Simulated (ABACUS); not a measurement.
# Yb (Fm-3m) in ABACUS: a series of runs, part 2 of 2

ABACUS 3.10.1. The steps go on from the part before.

## (3) Equation of state, PBE, collinear spin, ferromagnetic start, 39.63 Å³/atom (volume scaled by 0.96)

Input file INPUT:

```
INPUT_PARAMETERS
suffix              Yb
calculation         scf
basis_type          lcao
pseudo_dir          ./
orbital_dir         ./
symmetry            1
dft_functional      pbe
ecutwfc             100
pseudo_rcut         10
nspin               2
nbands              10
ks_solver           genelpa
smearing_method     fd
smearing_sigma      0.00367493
scf_thr             1e-07
scf_nmax            100
mixing_type         broyden
mixing_beta         0.4
cal_force           1
cal_stress          1
out_mul             1
```

Input file STRU:

```
ATOMIC_SPECIES
Yb 173.0540 Yb.upf

NUMERICAL_ORBITAL
Yb_confined-atom_8au_4s3p3d1f.orb

LATTICE_CONSTANT
1.8897261246

LATTICE_VECTORS
0.0000000000 2.7060265364 2.7060265364
2.7060265364 0.0000000000 2.7060265364
2.7060265364 2.7060265364 0.0000000000

ATOMIC_POSITIONS
Direct

Yb
0.0
1
0.0000000000 0.0000000000 0.0000000000 1 1 1 mag 0
```

Input file KPT:

```
K_POINTS
0
Gamma
8 8 8 0 0 0
```

Potentials or basis: PseudoDojo NC SR 0.4.1 PBE standard, lanthanides 3+ (f in core), TZDP LCAO (the cutoffs set its grid).

Launch:

```console
$ OMP_NUM_THREADS=1 mpirun -np 4 abacus > log
```

It took 14 s on 4 MPI ranks of AMD EPYC 7B13 (Zen 3), shared host; peak memory 0.48 GiB.

It converged, with:

| Item | Value |
| --- | --- |
| Free energy | -1267.2850 eV |
| Band gap on the k mesh | none (metal or under the smearing width) |
| Net moment | 0.00 μB per cell |
| Absolute moment | 0.00 μB per cell |

Caveat: the atomic orbitals were generated for these runs and aren't a published set; the local potential of these files has a noisy tail that shifts the pressure, which isn't listed; all typed moments are zero, and the program then starts from 1 μB on every atom; the noisy tail tilts energy against volume too; spin-orbit coupling is left out, which moves the levels of the heavy elements; the 4f electrons are frozen in the core as for a trivalent ion, so they carry no moment and show no levels, and Eu and Yb are often divalent; the basis of atomic orbitals isn't converged, which shifts pressures, moduli and gaps.

## (4) Equation of state, PBE, collinear spin, ferromagnetic start, 40.46 Å³/atom (volume scaled by 0.98)

INPUT is that of step 3.

Input file STRU:

```
ATOMIC_SPECIES
Yb 173.0540 Yb.upf

NUMERICAL_ORBITAL
Yb_confined-atom_8au_4s3p3d1f.orb

LATTICE_CONSTANT
1.8897261246

LATTICE_VECTORS
0.0000000000 2.7246893782 2.7246893782
2.7246893782 0.0000000000 2.7246893782
2.7246893782 2.7246893782 0.0000000000

ATOMIC_POSITIONS
Direct

Yb
0.0
1
0.0000000000 0.0000000000 0.0000000000 1 1 1 mag 0
```

KPT is that of step 3.

Launch:

```console
$ OMP_NUM_THREADS=1 mpirun -np 4 abacus > log
```

Run time: 14 s. Hardware: 4 MPI ranks of AMD EPYC 7B13 (Zen 3), shared host; peak memory 0.48 GiB.

It converged, with:

```
Free energy            : -1267.2427 eV
Band gap on the k mesh : none (metal or under the smearing width)
Net moment             : 0.00 μB per cell
Absolute moment        : 0.00 μB per cell
```

Caveat: the atomic orbitals were generated for these runs and aren't a published set; the local potential of these files has a noisy tail that shifts the pressure, which isn't listed; all typed moments are zero, and the program then starts from 1 μB on every atom; the noisy tail tilts energy against volume too; spin-orbit coupling is left out, which moves the levels of the heavy elements; the 4f electrons are frozen in the core as for a trivalent ion, so they carry no moment and show no levels, and Eu and Yb are often divalent; the basis of atomic orbitals isn't converged, which shifts pressures, moduli and gaps.

## (5) Equation of state, PBE, collinear spin, ferromagnetic start, 41.28 Å³/atom

INPUT is that of step 4.

Input file STRU:

```
ATOMIC_SPECIES
Yb 173.0540 Yb.upf

NUMERICAL_ORBITAL
Yb_confined-atom_8au_4s3p3d1f.orb

LATTICE_CONSTANT
1.8897261246

LATTICE_VECTORS
0.0000000000 2.7431000000 2.7431000000
2.7431000000 0.0000000000 2.7431000000
2.7431000000 2.7431000000 0.0000000000

ATOMIC_POSITIONS
Direct

Yb
0.0
1
0.0000000000 0.0000000000 0.0000000000 1 1 1 mag 0
```

KPT is that of step 4.

Launch:

```console
$ OMP_NUM_THREADS=1 mpirun -np 4 abacus > log
```

Run time: 12 s. Hardware: 4 MPI ranks of AMD EPYC 7B13 (Zen 3), shared host; peak memory 0.44 GiB.

The run converged. Its results:

- Free energy: -1267.1990 eV
- Band gap on the k mesh: none (metal or under the smearing width)
- Net moment: 0.00 μB per cell
- Absolute moment: 0.00 μB per cell

Caveat: the atomic orbitals were generated for these runs and aren't a published set; the local potential of these files has a noisy tail that shifts the pressure, which isn't listed; all typed moments are zero, and the program then starts from 1 μB on every atom; the noisy tail tilts energy against volume too; spin-orbit coupling is left out, which moves the levels of the heavy elements; the 4f electrons are frozen in the core as for a trivalent ion, so they carry no moment and show no levels, and Eu and Yb are often divalent; the basis of atomic orbitals isn't converged, which shifts pressures, moduli and gaps.

## (6) Equation of state, PBE, collinear spin, ferromagnetic start, 42.11 Å³/atom (volume scaled by 1.02)

INPUT is that of step 5.

Input file STRU:

```
ATOMIC_SPECIES
Yb 173.0540 Yb.upf

NUMERICAL_ORBITAL
Yb_confined-atom_8au_4s3p3d1f.orb

LATTICE_CONSTANT
1.8897261246

LATTICE_VECTORS
0.0000000000 2.7612667546 2.7612667546
2.7612667546 0.0000000000 2.7612667546
2.7612667546 2.7612667546 0.0000000000

ATOMIC_POSITIONS
Direct

Yb
0.0
1
0.0000000000 0.0000000000 0.0000000000 1 1 1 mag 0
```

KPT is that of step 5.

Potentials or basis: PseudoDojo NC SR 0.4.1 PBE standard, lanthanides 3+ (f in core), TZDP LCAO (the cutoffs set its grid).

Launch:

```console
$ OMP_NUM_THREADS=1 mpirun -np 4 abacus > log
```

Run time: 12 s. Hardware: 4 MPI ranks of AMD EPYC 7B13 (Zen 3), shared host; peak memory 0.44 GiB.

Results (log left out):

| Item | Value |
| --- | --- |
| Free energy | -1267.1541 eV |
| Band gap on the k mesh | none (metal or under the smearing width) |
| Net moment | 0.00 μB per cell |
| Absolute moment | 0.00 μB per cell |

Caveat: the atomic orbitals were generated for these runs and aren't a published set; the local potential of these files has a noisy tail that shifts the pressure, which isn't listed; all typed moments are zero, and the program then starts from 1 μB on every atom; the noisy tail tilts energy against volume too; spin-orbit coupling is left out, which moves the levels of the heavy elements; the 4f electrons are frozen in the core as for a trivalent ion, so they carry no moment and show no levels, and Eu and Yb are often divalent; the basis of atomic orbitals isn't converged, which shifts pressures, moduli and gaps.

## (7) Equation of state, PBE, collinear spin, ferromagnetic start, 42.93 Å³/atom (volume scaled by 1.04)

INPUT is that of step 6.

Input file STRU:

```
ATOMIC_SPECIES
Yb 173.0540 Yb.upf

NUMERICAL_ORBITAL
Yb_confined-atom_8au_4s3p3d1f.orb

LATTICE_CONSTANT
1.8897261246

LATTICE_VECTORS
0.0000000000 2.7791975606 2.7791975606
2.7791975606 0.0000000000 2.7791975606
2.7791975606 2.7791975606 0.0000000000

ATOMIC_POSITIONS
Direct

Yb
0.0
1
0.0000000000 0.0000000000 0.0000000000 1 1 1 mag 0
```

KPT is that of step 6.

Launch:

```console
$ OMP_NUM_THREADS=1 mpirun -np 4 abacus > log
```

Run time: 12 s. Hardware: 4 MPI ranks of AMD EPYC 7B13 (Zen 3), shared host; peak memory 0.44 GiB.

The run converged. Its results:

```
Free energy            : -1267.1081 eV
Band gap on the k mesh : none (metal or under the smearing width)
Net moment             : 0.00 μB per cell
Absolute moment        : 0.00 μB per cell
```

Caveat: the atomic orbitals were generated for these runs and aren't a published set; the local potential of these files has a noisy tail that shifts the pressure, which isn't listed; all typed moments are zero, and the program then starts from 1 μB on every atom; the noisy tail tilts energy against volume too; spin-orbit coupling is left out, which moves the levels of the heavy elements; the 4f electrons are frozen in the core as for a trivalent ion, so they carry no moment and show no levels, and Eu and Yb are often divalent; the basis of atomic orbitals isn't converged, which shifts pressures, moduli and gaps.

## (8) Equation of state, PBE, collinear spin, ferromagnetic start, 43.76 Å³/atom (volume scaled by 1.06)

INPUT is that of step 7.

Input file STRU:

```
ATOMIC_SPECIES
Yb 173.0540 Yb.upf

NUMERICAL_ORBITAL
Yb_confined-atom_8au_4s3p3d1f.orb

LATTICE_CONSTANT
1.8897261246

LATTICE_VECTORS
0.0000000000 2.7968999332 2.7968999332
2.7968999332 0.0000000000 2.7968999332
2.7968999332 2.7968999332 0.0000000000

ATOMIC_POSITIONS
Direct

Yb
0.0
1
0.0000000000 0.0000000000 0.0000000000 1 1 1 mag 0
```

KPT is that of step 7.

Launch:

```console
$ OMP_NUM_THREADS=1 mpirun -np 4 abacus > log
```

Wall time 11 s (4 MPI ranks of AMD EPYC 7B13 (Zen 3), shared host); peak memory 0.44 GiB.

Results (log left out):

```
Free energy            : -1267.0614 eV
Band gap on the k mesh : none (metal or under the smearing width)
Net moment             : 0.00 μB per cell
Absolute moment        : 0.00 μB per cell
```

Caveat: the atomic orbitals were generated for these runs and aren't a published set; the local potential of these files has a noisy tail that shifts the pressure, which isn't listed; all typed moments are zero, and the program then starts from 1 μB on every atom; the noisy tail tilts energy against volume too; spin-orbit coupling is left out, which moves the levels of the heavy elements; the 4f electrons are frozen in the core as for a trivalent ion, so they carry no moment and show no levels, and Eu and Yb are often divalent; the basis of atomic orbitals isn't converged, which shifts pressures, moduli and gaps.

## (9) Equation of state, PBE, collinear spin, ferromagnetic start

Potentials or basis: PseudoDojo NC SR 0.4.1 PBE standard, lanthanides 3+ (f in core), TZDP LCAO (the cutoffs set its grid).

No new run: the results of the series are fitted here.

Results:

* Equilibrium volume: outside the volumes run

Energy against volume, from the lowest point:
| volume (Å³/atom) | energy (meV/atom) |
| --- | --- |
| 38.805 | 0.00 |
| 39.630 | 40.88 |
| 40.456 | 83.23 |
| 41.281 | 126.95 |
| 42.107 | 171.85 |
| 42.933 | 217.76 |
| 43.758 | 264.55 |

Caveat: the atomic orbitals were generated for these runs and aren't a published set; the local potential of these files has a noisy tail that shifts the pressure, which isn't listed; all typed moments are zero, and the program then starts from 1 μB on every atom; the noisy tail tilts energy against volume too; spin-orbit coupling is left out, which moves the levels of the heavy elements; the 4f electrons are frozen in the core as for a trivalent ion, so they carry no moment and show no levels, and Eu and Yb are often divalent; the basis of atomic orbitals isn't converged, which shifts pressures, moduli and gaps. The state reached can hang on the start; a lower one may exist.
